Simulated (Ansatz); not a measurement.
# Sn: straining the crystal, a shear that moves c along a

An exercise on one series of results from a longer session: the logs are not shown, and one member is left open.

Computed with Ansatz 0.2.0 (DFT PBEsol, scalar-relativistic, plane waves, PAW, unless a step's input says otherwise).

2 further runs of the same task are left out: 2 set aside as unsound or not needed.

## The starting structure

The structure is cubic, space group Fd-3m (No. 227). Conventional cell: a = 6.541 Å, b = 6.541 Å, c = 6.541 Å, α = 90.00°, β = 90.00°, γ = 90.00°. Around Sn (site symmetry -43m) lie 4 Sn at 2.83 Å.

As a file:

```xyz
4
Lattice="3.2704 3.2704 0.0000 -3.2704 3.2704 0.0000 0.0000 0.0000 6.5407" Properties=species:S:1:pos:R:3 pbc="T T T"
Sn    0.0000    0.0000    3.2704
Sn   -1.6352    1.6352    1.6352
Sn    0.0000    3.2704    0.0000
Sn    1.6352    1.6352    4.9055
```

It goes back to an entry of the Materials Project.

The unstrained cell comes from an earlier run at this level (4 atoms, E(σ→0) -23799.0150 eV, gap none (metal)).

Set-up of the first run:

The input, input.yaml:

```yaml
crystal:
  lattice:
    - [3.2703517032, 3.2703517032, 0.0]
    - [-3.2703517032, 3.2703517032, 0.0]
    - [0.0462497573, 0.0462497573, 6.5407034065]
  atoms:
    - { symbol: Sn, position: [0.0, 0.0, 0.5] }
    - { symbol: Sn, position: [0.0, 0.5, 0.25] }
    - { symbol: Sn, position: [0.5, 0.5, 0.0] }
    - { symbol: Sn, position: [0.5, 0.0, 0.75] }
basis:
  ecutwfc: 420
kpoints:
  mp_grid: { grid: [12, 12, 8] }
hamiltonian:
  xc: pbesol
scf:
  occupations: { method: gaussian, width: 0.1 }
output:
  forces: true
  stress: true
  eigenvalues: true
relax:
  adjacent_minimum: "off"
  f_tol: 0.008
  max_steps: 40
```

On the command line:

```console
ansatz run input.yaml --threads 1 --pin off --max-ram 2560MiB --backend cpu --events-out ev --progress --plain --runs-dir out
```

Steps of the session up to this table: The cell strained by +1.0 %; Strain +2.0 %; Strain +3.0 %; Strain +4.0 %; At +6.0 %.

One table of the session follows, with a row left open; its other results are not shown here.

It belongs to the step «Energy and stress against strain (a metal throughout)». Lengths are those of the vectors of the cell that was run; stresses in GPa:

| strain (%) | ΔE (meV/atom) |
| --- | --- |
| +0.0 | 0.0 |
| +1.0 | 0.3 |
| +2.0 | 1.2 |
| +3.0 | ? |
| +4.0 | 4.6 |
| +6.0 | 10.6 |

Q: Estimate the row for strain (%) = +3.0 from the others.

Worked estimate for «ΔE (meV/atom)». A straight line through the neighbours (2.0, 1.2) and (4.0, 4.6) gives 1.2 + (4.6 − 1.2) × (3.0 − 2.0) / (4.0 − 2.0) = 2.9; a parabola fitted to 4 rows on both sides gives 2.6.

The run gave: ΔE (meV/atom): 2.6. In «ΔE (meV/atom)» the line misses by +0.3 and the parabola by 0.0.

ΔE is over the unstrained cell. Stress in GPa, positive in compression, on the Cartesian axes of the input. 

Limits of these values: Warnings in the runs' records: stress scf threshold loose.
